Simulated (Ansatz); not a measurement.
In under changes of volume

One of the cells (26.144 Å³/atom); the others are scaled copies at fixed shape and fractional positions:

```
In
1.0
    -1.62547    1.62547    2.47370
     1.62547   -1.62547    2.47370
     1.62547    1.62547   -2.47370
In
1
Direct
  0.00000 0.00000 0.00000
```

```yaml
Program: Ansatz 0.2.0
Functional: PBE
Potentials_or_basis: Ansatz PAW
Cutoff: "420 eV (not typed: the program's choice for these potentials)"
k_mesh: 11 × 11 × 11
Occupations: fermi-dirac, width 0.05 eV
Spin: no spin polarisation
```

```tsv
volume (Å³/atom)	energy over the lowest point (meV/atom)	pressure (GPa)
24.575	42.77	5.3
25.098	27.57	4.1
25.621	16.14	3.0
26.144	?	?
26.666	2.84	1.2
27.189	0.26	0.4
27.712	0.00	-0.2
```

What does the run at 26.144 Å³/atom give?

Energy over the lowest point 8.02 meV/atom; pressure 2.0 GPa.

Worked out: A Birch-Murnaghan fit of order 3 (a polynomial in V^(-2/3)) to the other rows has its minimum at 27.51 Å³/atom with B0 = V·E''(V) = 35 GPa and B' = 5.4 at fixed shape and positions, which overstates the stiffness. It gives 8.01 meV/atom at 26.144 Å³/atom, against the run's 8.02, and -dE/dV = 2.0 GPa, against 2.0.

Energies are extrapolated to zero smearing.
